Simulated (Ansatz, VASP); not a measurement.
Two plane-wave programs on Sb

The input INCAR:

```
SYSTEM = Sb
PREC = Accurate
ENCUT = 520
EDIFF = 1E-7
ISMEAR = -1
SIGMA = 0.05
LREAL = .FALSE.
LASPH = .TRUE.
NELM = 60
ALGO = Normal
ISIF = 2
LWAVE = .FALSE.
LCHARG = .FALSE.
GGA = PE
NBANDS = 8
```

File KPOINTS:

```
Automatic mesh
0
G
  12 12 12
  0 0 0
```

POSCAR

```
Sb
1.0
   -1.5869811508      1.5869811508      2.7298988119
    1.5869811508     -1.5869811508      2.7298988119
    1.5869811508      1.5869811508     -2.7298988119
Sb
1
Direct
    0.0000000000      0.0000000000      0.0000000000
```

input.yaml

```yaml
crystal:
  lattice:
    - [-1.5869811508, 1.5869811508, 2.7298988119]
    - [1.5869811508, -1.5869811508, 2.7298988119]
    - [1.5869811508, 1.5869811508, -2.7298988119]
  atoms:
    - { symbol: Sb, position: [0.0, 0.0, 0.0] }
hamiltonian:
  xc: pbe
  pseudopotentials: { kind: paw }
kpoints:
  mp_grid: { grid: [12, 12, 12] }
scf:
  occupations: { method: fermi_dirac, width: 0.05 }
output:
  forces: true
  stress: true
  eigenvalues: true
```

Change from the starting cell: volume scaled by 1.02.

Alike in both runs: task single point; functional PBE; k mesh 12 × 12 × 12; occupations fermi-dirac, width 0.05 eV; no spin polarisation.

```csv
,VASP,Ansatz
version,VASP 6.6.1,Ansatz 0.2.0
potentials or method,"VASP PAW PBE potentials, release 64 (Sb)",Ansatz PAW
plane-wave cutoff (eV),520,420
valence electrons in the cell,5,15
```

```csv
,VASP,Ansatz,Ansatz less VASP
gap on the k mesh at the Fermi level (eV),none,none,-
pressure (GPa),0.4,0.5,+0.12
largest component of the traceless stress (GPa),0.33,0.32,-0.013
```

A gap of «none» marks a metal or a gap that the smearing closes. The two sets of potentials don't hold the same shells in valence.

Spin-orbit coupling is left out, which matters for the levels of Sb.
